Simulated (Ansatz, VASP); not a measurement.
## Bi: VASP beside Ansatz

File INCAR:

```
ALGO = Normal
EDIFF = 1E-7
ENCUT = 520
ISIF = 2
ISMEAR = -1
LASPH = T
LCHARG = F
LREAL = F
LWAVE = F
NBANDS = 22
NELM = 80
PREC = Accurate
SIGMA = 0.01
```

Contents of KPOINTS:

```
k-points
0
Gamma
  9 9 9
```

File POSCAR:

```
Bi
1.0
    2.2451514826      1.2962388128      3.8388382945
   -2.2451514826      1.2962388128      3.8388382945
    0.0000000000     -2.5924776257      3.8388382945
Bi
2
Direct
    0.2371145469      0.2371145469      0.2371145469
    0.7628854531      0.7628854531      0.7628854531
```

Input for Ansatz:

```yaml
crystal:
  lattice:
    - [2.2451514826, 1.2962388128, 3.8388382945]
    - [-2.2451514826, 1.2962388128, 3.8388382945]
    - [0.0, -2.5924776257, 3.8388382945]
  atoms:
    - { symbol: Bi, position: [0.2371145469, 0.2371145469, 0.2371145469] }
    - { symbol: Bi, position: [0.7628854531, 0.7628854531, 0.7628854531] }
hamiltonian:
  xc: lda
  pseudopotentials:
    kind: paw
    azcp:
      Bi: "pseudopotentials/Bi.paw.azcp"
basis:
  ecutwfc: 420
  fft_grid_basis: typed
kpoints:
  mp_grid: { grid: [9, 9, 9], shift: [0, 0, 0] }
magnetization:
  spin_polarized: false
scf:
  occupations: { method: fermi_dirac, width: 0.01 }
  lower_state_search: "off"
output:
  stress: true
```

Alike in both runs: task single point; functional LDA; k mesh 9 × 9 × 9; occupations fermi-dirac, width 0.01 eV; no spin polarisation.

|  | VASP | Ansatz |
| --- | --- | --- |
| version | VASP 6.6.1 | Ansatz 0.2.0 |
| potentials or method | VASP PAW LDA potentials, release 64 (Bi_d) | plane waves (420 eV) with PAW, scalar-relativistic |
| plane-wave cutoff (eV) | 520 | 420 |
| valence electrons in the cell | 30 | 30 |

|  | VASP | Ansatz | Ansatz less VASP |
| --- | --- | --- | --- |
| pressure (GPa) | 0.1 | 0.0 | -0.09 |
| largest component of the traceless stress (GPa) | 0.08 | 0.06 | -0.017 |

Ansatz warned: «pseudo_functional_mismatch».
